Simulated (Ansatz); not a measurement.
# TiSi6: the cost of one run

Method: DFT PBEsol, scalar-relativistic, plane waves, PAW, in Ansatz 0.2.0.

5 further runs of the same task are left out: 5 set aside as unsound or not needed. Runs told in other sessions of the task aren't counted.

### 1 The system as given

The structure is orthorhombic, space group Pmm2 (No. 25). The conventional cell has a = 3.842 Å, b = 3.842 Å, c = 23.791 Å, α = 90.00°, β = 90.00°, γ = 90.00°. Around Si (site symmetry mm2) lie 2 Si at 2.35 Å. Around Si (site symmetry mm2) lie 4 Si at 2.35 Å. Si (site symmetry mm2) is surrounded by 4 Si at 2.34 to 2.35 Å. Around Si (site symmetry mm2) lie 2 Si at 2.34 Å.

Structure file:

```
Si
1.0
     3.84172    0.00000    0.00000
     0.00000    3.84172    0.00000
     0.00000    0.00000   23.79126
Si
6
Direct
  0.00000 0.50000 0.35727
  0.00000 0.00000 0.41436
  0.50000 0.00000 0.47145
  0.50000 0.50000 0.52821
  0.00000 0.50000 0.58539
  0.00000 0.00000 0.64137
```

Planes are indexed in the bulk's conventional cell (Fd-3m (No. 227)), a = 5.433 Å, b = 5.433 Å, c = 5.433 Å, α = 90.00°, β = 90.00°, γ = 90.00°.

This (100) slab, 6.8 Å thick as cut, with 17 Å of vacuum; its outer planes are Si (top) and Si (bottom), was relaxed beforehand with its lower half held: -3724.8377 eV, work function 5.33 eV (top face), 5.35 eV (bottom face).

### 2 Ti put at a top (Si) site

With the adsorbate the run is spin-polarised.

The input, input.yaml:

```yaml
crystal:
  lattice:
    - [3.8417168286, 0.0, 0.0]
    - [0.0, 3.8417168286, 0.0]
    - [0.0, 0.0, 25.7912600522]
  atoms:
    - { symbol: Si, position: [0.0, 0.5, 0.3295690084] }
    - { symbol: Si, position: [0.0, 0.0, 0.3822322752] }
    - { symbol: Si, position: [0.5, 0.0, 0.4348955421] }
    - { symbol: Si, position: [0.5, 0.5, 0.4872505127] }
    - { symbol: Si, position: [0.0, 0.5, 0.5400001606] }
    - { symbol: Si, position: [0.0, 0.0, 0.5916358895] }
    - { symbol: Ti, position: [0.0, 0.0, 0.6970979721], spin: 2.0 }
basis:
  ecutwfc: 420
kpoints:
  mp_grid: { grid: [8, 8, 1] }
hamiltonian:
  xc: pbesol
scf:
  occupations: { method: gaussian, width: 0.05 }
output:
  forces: true
  eigenvalues: true
  populations: true
  write_density: true
  write_potential: true
  elf: true
  volumetric_format: npy
magnetization:
  spin_polarized: true
relax:
  adjacent_minimum: "off"
  f_tol: 0.03
  max_steps: 70
  constraints: [{ sites: [0, 1, 2] }]
efield:
  axis: 3
  dipole_correction: true
  ramp_width: 0.04
```

Started as:

```bash
> ansatz run input.yaml --threads 2 --pin off --max-ram 5120MiB --backend cpu --events-out ev --progress --plain --runs-dir out
```

What time and memory should one allow on 2 threads of Intel Xeon 6975P-C (Granite Rapids), shared host?

About 79 s, with a peak of 0.89 GiB.
